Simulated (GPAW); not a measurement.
# GaN (Fm-3m) in GPAW: further runs

Aim: see how the results for GaN move with the level of theory and the settings. Levels: BLYP, BLYP+D3(BJ), BLYP+D4. Tasks: relaxation of cell and atoms.

All numbers are computed with GPAW 26.7.0; they aren't measurements. Logs are shortened: lines on timing, memory, paths and dates and some standing lists are left out, and cuts for length are marked. The log counts tension as positive stress, the text compression.

**1. The crystal as given**

Symmetry: Fm-3m, No. 225, cubic system. The conventional cell has a = 4.270 Å, b = 4.270 Å, c = 4.270 Å, α = 90.00°, β = 90.00°, γ = 90.00°. Ga (site symmetry m-3m) is surrounded by 6 N at 2.14 Å. N (site symmetry m-3m) is surrounded by 6 Ga at 2.14 Å.

Measurements of this composition are mostly on another form, of space group No. 186.

**2. Relaxation of cell and atoms, BLYP**

File run.py:

```python
from ase.filters import FrechetCellFilter
from ase.io import read, write
from ase.optimize import BFGS
from gpaw import GPAW, PW, setup_paths

setup_paths.insert(0, '.')

atoms = read('GaN.xyz')

calc = GPAW(mode=PW(800),
            xc='BLYP',
            kpts={'size': (11, 11, 11), 'gamma': True},
            occupations={'name': 'fermi-dirac', 'width': 0.05},
            nbands=11,
            convergence={'density': 1e-05, 'forces': 0.0001},
            eigensolver='davidson',
            maxiter=150,
            txt='gpaw.txt')
atoms.calc = calc
opt = BFGS(FrechetCellFilter(atoms), trajectory='relax.traj', logfile='-')
done = opt.run(fmax=0.02, steps=60)
calc.write('gs.gpw')
write('result.traj', atoms)
print('Converged:', done)
print('Cell:', atoms.cell.cellpar().round(4))
print('Volume:', round(atoms.get_volume(), 4))
print(atoms.get_scaled_positions().round(5))
```

File GaN.xyz:

```xyz
2
Lattice="0.0000000000 2.1352350000 2.1352350000 2.1352350000 0.0000000000 2.1352350000 2.1352350000 2.1352350000 0.0000000000" Properties=species:S:1:pos:R:3 pbc="T T T"
Ga     0.0000000000      0.0000000000      0.0000000000
N      2.1352350000      2.1352350000      2.1352350000
```

Potentials or basis: PAW data sets generated in the run's folder for this functional, pw.

Command:

```sh
$ gpaw-setup -f BLYP Ga N
$ OMP_NUM_THREADS=1 python run.py
```

gpaw.txt:

```text
__  _  _
 | _ |_)|_||  |
 |__||  | ||/\| - 26.7.0

Input parameters:
  mode=PW(ecut=800.0),
  convergence={'density': 1e-05, 'forces': 0.0001},
  eigensolver=Davidson(niter=2),
  kpts=MonkhorstPack(size=(11, 11, 11), gamma=True),
  maxiter=150,
  nbands=11,
  occupations=Occupations(name='fermi-dirac', width=0.05),
  xc=XC(name='BLYP')

Diagonalizing LCAO Hamiltonian
Converting LCAO to pw mode

              N

       Ga

Atoms  # Å, Bohr magnetons
|   | symbol |        x |        y |        z |    initial magnetic moments |
|---|--------|----------|----------|----------|-----------------------------|
| 0 |     Ga | 0.000000 | 0.000000 | 0.000000 | ( 0.0000,  0.0000,  0.0000) |
| 1 |      N | 2.135235 | 2.135235 | 2.135235 | ( 0.0000,  0.0000,  0.0000) |

Unit cell  # Å
| periodic |        x |        y |        z |  lengths |    angles |
|----------|----------|----------|----------|----------|-----------|
|      yes | 0.000000 | 2.135235 | 2.135235 | 3.019678 | 60.000000 |
|      yes | 2.135235 | 0.000000 | 2.135235 | 3.019678 | 60.000000 |
|      yes | 2.135235 | 2.135235 | 0.000000 | 3.019678 | 60.000000 |

Number of symmetries: 48
Symmetry operations  # r_c * U_cc + t_c -> r_c
|    | kind |            matrix            |
|----|------|------------------------------|
|  0 |  σ   |  1, 0, 0,  1, 0,-1,  1,-1, 0 |
|  1 |  C2  |  1, 0, 0,  1,-1, 0,  1, 0,-1 |
|  2 |  E   |  1, 0, 0,  0, 1, 0,  0, 0, 1 |
|  3 |  σ   |  1, 0, 0,  0, 0, 1,  0, 1, 0 |
|  4 |  C4  |  1, 0,-1,  1, 0, 0,  1,-1, 0 |
|  5 |  S6  |  1, 0,-1,  1,-1, 0,  1, 0, 0 |
|  6 |  σ   |  1, 0,-1,  0, 1,-1,  0, 0,-1 |
|  7 |  C3  |  1, 0,-1,  0, 0,-1,  0, 1,-1 |
[... 165 lines left out ...]
convergence criteria:
- Maximum integral of absolute [dens]ity change: 1e-05 electrons / valence electron
- Maximum change in the atomic [forces] across last 2 cycles: 0.0001 eV/Ang OR
Maximum error relative to the maximum force is below inf
- Maximum [total energy] change in last 3 cyles: 0.0005 eV / valence electron
- Maximum integral of absolute [eigenst]ate change: 4e-08 eV^2 / valence electron
maximum number of iterations: 150

SCF iterations
|iter     | |      energy | eigst |  dens |force |
|---------|-|-------------|-------|-------|------|
|iter:   1| |  -11.852674 | -0.20 |       |      |
|iter:   2| |  -11.327134 | -1.79 | -0.55 |      |
|iter:   3| |   -9.912978 | -0.78 | -0.61 |      |
|iter:   4| |   -9.909556 | -2.45 | -1.30 |      |
|iter:   5| |   -9.909605c| -3.74 | -1.57 |      |
|iter:   6| |   -9.909497c| -4.73 | -2.83 |      |
|iter:   7| |   -9.909507c| -5.96 | -3.24 |      |
|iter:   8| |   -9.909506c| -7.83c| -4.09 |      |
|iter:   9| |   -9.909506c| -8.83c| -4.90 |      |
|iter:  10| |   -9.909506c|-10.52c| -5.67c|      |
|iter:  11| |   -9.909506c|-11.62c| -6.32c|-24.46c|

Converged in 11 steps
Energy contributions relative to reference atoms: (reference = -54378.754124)

Energy contributions:
  Kinetic:          24.721780
  Coulomb:         -20.080129
  Zero:              0.134978
  External:          0.000000
  Xc:              -14.686063
  Entropy:          -0.000144
  Spinorbit:         0.000000
  ----------------------------
  Free energy:      -9.909579
  Extrapolated:     -9.909506
[... 26 lines left out ...]
Stress tensor  # eV/Ang^3
|         x |         y |         z |
|-----------|-----------|-----------|
| -0.058238 |  0.000000 |  0.000000 |
|  0.000000 | -0.058238 | -0.000000 |
|  0.000000 | -0.000000 | -0.058238 |

Forces  # eV/Ang
|       x |        y |        z |
|---------|----------|----------|
| 0.00000 |  0.00000 |  0.00000 |  # Ga   0
| 0.00000 | -0.00000 | -0.00000 |  # N    1

Interpolating wave functions to new cell

              N

       Ga

Atoms  # Å, Bohr magnetons
|   | symbol |         x |        y |        z |    initial magnetic moments |
|---|--------|-----------|----------|----------|-----------------------------|
| 0 |     Ga | -0.000000 | 0.000000 | 0.000000 | ( 0.0000,  0.0000,  0.0000) |
| 1 |      N |  2.143899 | 2.143899 | 2.143899 | ( 0.0000,  0.0000,  0.0000) |

Unit cell  # Å
| periodic |         x |        y |        z |  lengths |    angles |
|----------|-----------|----------|----------|----------|-----------|
|      yes | -0.000000 | 2.143899 | 2.143899 | 3.031932 | 60.000000 |
|      yes |  2.143899 | 0.000000 | 2.143899 | 3.031932 | 60.000000 |
|      yes |  2.143899 | 2.143899 | 0.000000 | 3.031932 | 60.000000 |

Number of symmetries: 48
Symmetry operations  # r_c * U_cc + t_c -> r_c
|    | kind |            matrix            |
|----|------|------------------------------|
|  0 |  σ   |  1, 0, 0,  1, 0,-1,  1,-1, 0 |
|  1 |  C2  |  1, 0, 0,  1,-1, 0,  1, 0,-1 |
|  2 |  E   |  1, 0, 0,  0, 1, 0,  0, 0, 1 |
|  3 |  σ   |  1, 0, 0,  0, 0, 1,  0, 1, 0 |
|  4 |  C4  |  1, 0,-1,  1, 0, 0,  1,-1, 0 |
|  5 |  S6  |  1, 0,-1,  1,-1, 0,  1, 0, 0 |
|  6 |  σ   |  1, 0,-1,  0, 1,-1,  0, 0,-1 |
|  7 |  C3  |  1, 0,-1,  0, 0,-1,  0, 1,-1 |
|  8 |  S6  |  1,-1, 0,  1, 0, 0,  1, 0,-1 |
|  9 |  C4  |  1,-1, 0,  1, 0,-1,  1, 0, 0 |
| 10 |  C3  |  1,-1, 0,  0,-1, 1,  0,-1, 0 |
| 11 |  σ   |  1,-1, 0,  0,-1, 0,  0,-1, 1 |
| 12 |  σ   |  0, 1, 0,  1, 0, 0,  0, 0, 1 |
| 13 |  C4  |  0, 1, 0,  0, 1,-1, -1, 1, 0 |
[... 220 lines left out ...]
Stress tensor  # eV/Ang^3
|         x |         y |         z |
|-----------|-----------|-----------|
| -0.040163 | -0.000000 | -0.000000 |
| -0.000000 | -0.040163 | -0.000000 |
| -0.000000 | -0.000000 | -0.040163 |

Forces  # eV/Ang
|        x |       y |        z |
|----------|---------|----------|
|  0.00000 | 0.00000 |  0.00000 |  # Ga   0
| -0.00000 | 0.00000 | -0.00000 |  # N    1

Interpolating wave functions to new cell

              N

       Ga

Atoms  # Å, Bohr magnetons
|   | symbol |         x |         y |         z |    initial magnetic moments |
|---|--------|-----------|-----------|-----------|-----------------------------|
| 0 |     Ga | -0.000000 | -0.000000 | -0.000000 | ( 0.0000,  0.0000,  0.0000) |
| 1 |      N |  2.164067 |  2.164067 |  2.164067 | ( 0.0000,  0.0000,  0.0000) |

Unit cell  # Å
| periodic |        x |        y |        z |  lengths |    angles |
|----------|----------|----------|----------|----------|-----------|
|      yes | 0.000000 | 2.164067 | 2.164067 | 3.060453 | 60.000000 |
|      yes | 2.164067 | 0.000000 | 2.164067 | 3.060453 | 60.000000 |
|      yes | 2.164067 | 2.164067 | 0.000000 | 3.060453 | 60.000000 |

Number of symmetries: 48
Symmetry operations  # r_c * U_cc + t_c -> r_c
|    | kind |            matrix            |
|----|------|------------------------------|
|  0 |  σ   |  1, 0, 0,  1, 0,-1,  1,-1, 0 |
|  1 |  C2  |  1, 0, 0,  1,-1, 0,  1, 0,-1 |
|  2 |  E   |  1, 0, 0,  0, 1, 0,  0, 0, 1 |
|  3 |  σ   |  1, 0, 0,  0, 0, 1,  0, 1, 0 |
|  4 |  C4  |  1, 0,-1,  1, 0, 0,  1,-1, 0 |
|  5 |  S6  |  1, 0,-1,  1,-1, 0,  1, 0, 0 |
|  6 |  σ   |  1, 0,-1,  0, 1,-1,  0, 0,-1 |
|  7 |  C3  |  1, 0,-1,  0, 0,-1,  0, 1,-1 |
[... 173 lines left out ...]
SCF iterations
|iter     | |      energy | eigst |  dens |force |
|---------|-|-------------|-------|-------|------|
|iter:   1| |   -9.951336 |       |       |      |
|iter:   2| |   -9.947815 | -3.91 | -1.65 |      |
|iter:   3| |   -9.936069 | -3.02 | -1.69 |      |
|iter:   4| |   -9.935821 | -4.36 | -2.48 |      |
|iter:   5| |   -9.935736c| -4.95 | -2.70 |      |
|iter:   6| |   -9.935736c| -6.14 | -3.60 |      |
|iter:   7| |   -9.935737c| -6.93 | -4.11 |      |
|iter:   8| |   -9.935737c| -8.29c| -5.10c|      |
|iter:   9| |   -9.935737c| -9.32c| -5.52c|-24.02c|

Converged in 9 steps
Energy contributions relative to reference atoms: (reference = -54378.754124)

Energy contributions:
  Kinetic:          18.965776
  Coulomb:         -15.357416
  Zero:              0.128341
  External:          0.000000
  Xc:              -13.671989
  Entropy:          -0.000899
  Spinorbit:         0.000000
  ----------------------------
  Free energy:      -9.936186
  Extrapolated:     -9.935737
[... 26 lines left out ...]
Stress tensor  # eV/Ang^3
|         x |         y |         z |
|-----------|-----------|-----------|
| -0.002857 |  0.000000 |  0.000000 |
|  0.000000 | -0.002857 | -0.000000 |
|  0.000000 | -0.000000 | -0.002857 |

Forces  # eV/Ang
|       x |        y |        z |
|---------|----------|----------|
| 0.00000 |  0.00000 |  0.00000 |  # Ga   0
| 0.00000 | -0.00000 | -0.00000 |  # N    1

Interpolating wave functions to new cell

              N

       Ga

Atoms  # Å, Bohr magnetons
|   | symbol |         x |         y |         z |    initial magnetic moments |
|---|--------|-----------|-----------|-----------|-----------------------------|
| 0 |     Ga | -0.000000 | -0.000000 | -0.000000 | ( 0.0000,  0.0000,  0.0000) |
| 1 |      N |  2.165667 |  2.165667 |  2.165667 | ( 0.0000,  0.0000,  0.0000) |

Unit cell  # Å
| periodic |        x |        y |        z |  lengths |    angles |
|----------|----------|----------|----------|----------|-----------|
|      yes | 0.000000 | 2.165667 | 2.165667 | 3.062715 | 60.000000 |
|      yes | 2.165667 | 0.000000 | 2.165667 | 3.062715 | 60.000000 |
|      yes | 2.165667 | 2.165667 | 0.000000 | 3.062715 | 60.000000 |

Number of symmetries: 48
Symmetry operations  # r_c * U_cc + t_c -> r_c
|    | kind |            matrix            |
|----|------|------------------------------|
|  0 |  σ   |  1, 0, 0,  1, 0,-1,  1,-1, 0 |
|  1 |  C2  |  1, 0, 0,  1,-1, 0,  1, 0,-1 |
|  2 |  E   |  1, 0, 0,  0, 1, 0,  0, 0, 1 |
|  3 |  σ   |  1, 0, 0,  0, 0, 1,  0, 1, 0 |
|  4 |  C4  |  1, 0,-1,  1, 0, 0,  1,-1, 0 |
|  5 |  S6  |  1, 0,-1,  1,-1, 0,  1, 0, 0 |
|  6 |  σ   |  1, 0,-1,  0, 1,-1,  0, 0,-1 |
|  7 |  C3  |  1, 0,-1,  0, 0,-1,  0, 1,-1 |
[... 225 lines left out ...]
Stress tensor  # eV/Ang^3
|         x |         y |         z |
|-----------|-----------|-----------|
| -0.000184 |  0.000000 |  0.000000 |
|  0.000000 | -0.000184 |  0.000000 |
|  0.000000 |  0.000000 | -0.000184 |

Forces  # eV/Ang
|        x |       y |       z |
|----------|---------|---------|
|  0.00000 | 0.00000 | 0.00000 |  # Ga   0
| -0.00000 | 0.00000 | 0.00000 |  # N    1

# Writing to gs.gpw (mode='')
```

Wall time 27 s (1 thread of Arm Neoverse V2, shared host); peak memory 0.2 GiB.

What came out:

```yaml
Free_energy: -9.9365 eV
Relaxed_volume: 10.16 Å³/atom
Relaxed_cell: a = 3.063 Å, b = 3.063 Å, c = 3.063 Å, α = 60.00°, β = 60.00°, γ = 60.00°
Space_group_after_relaxing_to_0.05_Å: Fm-3m (No. 225)
Energy_gained_by_relaxing: 13.2 meV/atom
Ionic_steps: 4
Pressure_after_relaxing: 0.0 GPa
Band_gap_on_the_k_mesh: 0.16 eV, indirect (least direct gap 1.88 eV)
```

Step by step:
| step | energy change (eV) | largest force (eV/Å) | pressure (GPa) | volume (Å³) |
| --- | --- | --- | --- | --- |
| 1 | 0.0000 | 0.0000 | 9.33 | 19.47 |
| 2 | -0.0125 | 0.0000 | 6.43 | 19.71 |
| 3 | -0.0262 | 0.0000 | 0.46 | 20.27 |
| 4 | -0.0265 | 0.0000 | 0.03 | 20.31 |

Final structure:
```xyz
2
Lattice="0.0000 2.1657 2.1657 2.1657 0.0000 2.1657 2.1657 2.1657 0.0000" Properties=species:S:1:pos:R:3 pbc="T T T"
Ga    0.0000    0.0000    0.0000
N     2.1657    2.1657    2.1657
```

Caveat: the data sets keep Ga 3d, Li 1s and Be 1s frozen, and some such compounds lay over 1.5 % in volume off other programs; later steps reuse the first step's grids; an odd mesh through Γ misses points on the zone boundary, where band edges often lie.

**3. Relaxation of cell and atoms, BLYP+D3(BJ)**

run.py: that of step 2 with these lines changed.

```diff
@@ -1 +1,2 @@
+from ase.calculators.mixing import SumCalculator
 from ase.filters import FrechetCellFilter
@@ -3,2 +4,3 @@
 from ase.optimize import BFGS
+from dftd3.ase import DFTD3
 from gpaw import GPAW, PW, setup_paths
@@ -18,3 +20,3 @@
             txt='gpaw.txt')
-atoms.calc = calc
+atoms.calc = SumCalculator([calc, DFTD3(method='blyp', damping='d3bj')])
 opt = BFGS(FrechetCellFilter(atoms), trajectory='relax.traj', logfile='-')
```

GaN.xyz is that of step 2.

Potentials or basis: PAW data sets generated in the run's folder for this functional, pw.

Command:

```sh
$ gpaw-setup -f BLYP Ga N
$ OMP_NUM_THREADS=1 python run.py
```

It took 21 s on 1 thread of Arm Neoverse V2, shared host; peak memory 0.19 GiB.

It converged, with:

```yaml
Free_energy: -11.2194 eV
Relaxed_volume: 9.65 Å³/atom
Relaxed_cell: a = 3.011 Å, b = 3.011 Å, c = 3.011 Å, α = 60.00°, β = 60.00°, γ = 60.00°
Space_group_after_relaxing_to_0.05_Å: Fm-3m (No. 225)
Energy_gained_by_relaxing: 0.1 meV/atom
Ionic_steps: 3
Pressure_after_relaxing: 0.0 GPa
Band_gap_on_the_k_mesh: 0.49 eV, indirect (least direct gap 2.49 eV)
Dispersion_energy_per_atom: -0.661 eV
```

Step by step:
| step | energy change (eV) | largest force (eV/Å) | pressure (GPa) | volume (Å³) |
| --- | --- | --- | --- | --- |
| 1 | 0.0000 | 0.0000 | -1.93 | 19.47 |
| 2 | -0.0003 | 0.0000 | -1.37 | 19.42 |
| 3 | -0.0003 | 0.0000 | 0.02 | 19.30 |

Final structure:
```yaml
crystal:
  lattice:
    - [0.00000, 2.12913, 2.12913]
    - [2.12913, 0.00000, 2.12913]
    - [2.12913, 2.12913, 0.00000]
  atoms:
    - { symbol: Ga, position: [0.00000, 0.00000, 0.00000] }
    - { symbol: N, position: [0.50000, 0.50000, 0.50000] }
```

Levels at points of the mesh, in eV from the valence-band top:
```
           k point  band 1  band 2  band 3  band 4  band 5  band 6  band 7
(0.00, 0.00, 0.00)  -16.95   -0.44   -0.44   -0.44    2.05   14.12   14.12
```

Caveat: the data sets keep Ga 3d, Li 1s and Be 1s frozen, and some such compounds lay over 1.5 % in volume off other programs; later steps reuse the first step's grids; an odd mesh through Γ misses points on the zone boundary, where band edges often lie.

**4. Relaxation of cell and atoms, BLYP+D4**

run.py: that of step 3 with these lines changed.

```diff
@@ -1,6 +1,7 @@
+from ase import Atoms
 from ase.calculators.mixing import SumCalculator
 from ase.filters import FrechetCellFilter
-from ase.io import read, write
+from ase.io import write
 from ase.optimize import BFGS
-from dftd3.ase import DFTD3
+from dftd4.ase import DFTD4
 from gpaw import GPAW, PW, setup_paths
@@ -9,3 +10,9 @@
 
-atoms = read('GaN.xyz')
+atoms = Atoms(['Ga', 'N'],
+              cell=[[0.0, 2.135235, 2.135235],
+                    [2.135235, 0.0, 2.135235],
+                    [2.135235, 2.135235, 0.0]],
+              scaled_positions=[[0.0, 0.0, 0.0],
+                                [0.5, 0.5, 0.5]],
+              pbc=True)
 
@@ -20,3 +27,3 @@
             txt='gpaw.txt')
-atoms.calc = SumCalculator([calc, DFTD3(method='blyp', damping='d3bj')])
+atoms.calc = SumCalculator([calc, DFTD4(method='blyp')])
 opt = BFGS(FrechetCellFilter(atoms), trajectory='relax.traj', logfile='-')
```

Command:

```sh
$ gpaw-setup -f BLYP Ga N
$ OMP_NUM_THREADS=1 python run.py
```

It took 47 s on 1 thread of Arm Neoverse V2, shared host; peak memory 0.22 GiB.

It converged, with:

```yaml
Free_energy: -11.6439 eV
Relaxed_volume: 9.51 Å³/atom
Relaxed_cell: a = 2.997 Å, b = 2.997 Å, c = 2.997 Å, α = 60.00°, β = 60.00°, γ = 60.00°
Space_group_after_relaxing_to_0.05_Å: Fm-3m (No. 225)
Energy_gained_by_relaxing: 2.6 meV/atom
Ionic_steps: 3
Pressure_after_relaxing: 0.1 GPa
Band_gap_on_the_k_mesh: 0.58 eV, indirect (least direct gap 2.67 eV)
Dispersion_energy_per_atom: -0.885 eV
```

The path:
```tsv
step	energy change (eV)	largest force (eV/Å)	pressure (GPa)	volume (Å³)
1	0.0000	0.0000	-5.12	19.47
2	-0.0030	0.0000	-3.67	19.34
3	-0.0052	0.0000	0.14	19.02
```

Final structure:
```yaml
crystal:
  lattice:
    - [0.00015, 2.11891, 2.11891]
    - [2.11891, 0.00015, 2.11891]
    - [2.11891, 2.11891, 0.00015]
  atoms:
    - { symbol: Ga, position: [0.00000, 0.00000, 0.00000] }
    - { symbol: N, position: [0.50000, 0.50000, 0.50000] }
```

Levels at points of the mesh, in eV from the valence-band top:
```csv
k point,band 1,band 2,band 3,band 4,band 5,band 6,band 7
"(0.00, 0.00, 0.00)",-17.09,-0.45,-0.45,-0.45,2.22,14.19,14.19
```

Caveat: the data sets keep Ga 3d, Li 1s and Be 1s frozen, and some such compounds lay over 1.5 % in volume off other programs; later steps reuse the first step's grids; an odd mesh through Γ misses points on the zone boundary, where band edges often lie. A hybrid or GW would open this gap; BLYP tends to underestimate it.

**5. Overview**

```tsv
level	gap on the mesh (eV)	pressure (GPa)	relaxed volume (Å³/atom)
BLYP	0.16	0.0	10.16
BLYP+D3(BJ)	0.49	0.0	9.65
BLYP+D4	0.58	0.1	9.51
```

Alike in all rows: task relaxation of cell and atoms; potentials or basis PAW data sets generated in the run's folder for this functional, pw; no spin polarisation; cell relaxed; k mesh 11 × 11 × 11; cutoff (eV) 800; smearing fermi-dirac 0.05 eV.

Caveats: the data sets keep Ga 3d, Li 1s and Be 1s frozen, and some such compounds lay over 1.5 % in volume off other programs; later steps reuse the first step's grids; an odd mesh through Γ misses points on the zone boundary, where band edges often lie.

Total energies depend on the potentials used, so only differences within one code and one set of settings carry meaning.
